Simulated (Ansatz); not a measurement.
The system is MnO2.

```xyz
3
Lattice="2.8566 0.0000 0.0000 -1.4283 2.4739 0.0000 0.0000 0.0000 4.6014" Properties=species:S:1:pos:R:3 pbc="T T T"
Mn    0.0000    0.0000    2.3007
O     0.0000    1.6492    3.2499
O     1.4283    0.8246    1.3515
```

Measurements of this composition are mostly on another form, of space group No. 136.

Base run:

| Item | Value |
| --- | --- |
| Program | Ansatz 0.2.0 |
| Functional | LDA |
| Potentials or basis | all-electron LAPW, scalar-relativistic |
| Cutoff | 417 eV (chosen from the basis error) |
| Basis error allowed | 0.002 eV/atom |
| k mesh | 11 × 11 × 6 |
| Occupations | fermi-dirac, width 0.05 eV |
| Spin | collinear spin, ferromagnetic start |
| Starting moments | [4.0, 0.0, 0.0] μB |

Its results: band gap on the k mesh 0.45 eV, indirect (least direct gap 0.49 eV); pressure -8.6 GPa; net moment 3.00 μB per cell; site moments Mn +2.70; O +0.06 μB; largest force 0.531 eV/Å.

**Question.** The run is repeated on the same cell with these changes: functional from LDA to PBEsol. What comes out?

**Answer.** Band gap on the k mesh 0.75 eV, indirect (least direct gap 0.80 eV); pressure -2.1 GPa; net moment 3.00 μB per cell; site moments Mn +2.72; O +0.05 μB; largest force 0.161 eV/Å.

PBEsol binds less tightly than LDA, so the same cell stands under more pressure.

Caveats: a cell with one magnetic atom can't hold antiferromagnetic order, which such compounds often take.
